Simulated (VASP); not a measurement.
A run of VASP 6.6.1:

File INCAR:

```
ALGO = Fast
EDIFF = 1E-7
EDIFFG = -0.15
ENCUT = 520
GGA = PE
IBRION = 2
ISIF = 4
ISMEAR = 0
LASPH = True
LCHARG = False
LREAL = False
LWAVE = False
NELM = 100
NSW = 80
PREC = Accurate
SIGMA = 0.1
```

Contents of KPOINTS:

```
k-points
0
Gamma
  18 18 10
```

POSCAR

```
Re                                      
1.0
    2.8551850860      0.0000000000      0.0000000000
   -1.4275925431      2.4726628120      0.0000000000
    0.0000000000      0.0000000000      4.6115123040
  Re            
     2
Direct
     0.3333333300000021    0.6666666699999979    0.2500000000000000
     0.6666666699999979    0.3333333300000021    0.7500000000000000
```

Potentials or basis: VASP PAW PBE potentials, release 64 (Re).

The run is started by

```console
$ cat potpaw_PBE.64/Re/POTCAR > POTCAR
$ mpirun -np 1 vasp_std > vasp.out
```

Hardware: 1 thread of Intel(R) Xeon(R) 6975P-C (Granite Rapids), on a shared host.

**Question.** Estimate the wall time of this run.

**Answer.** It took 48 s on 1 thread of Intel(R) Xeon(R) 6975P-C (Granite Rapids), on a shared host, peak memory 0.21 GiB. Counts: scf iterations 22, k points 222, ion steps 1.
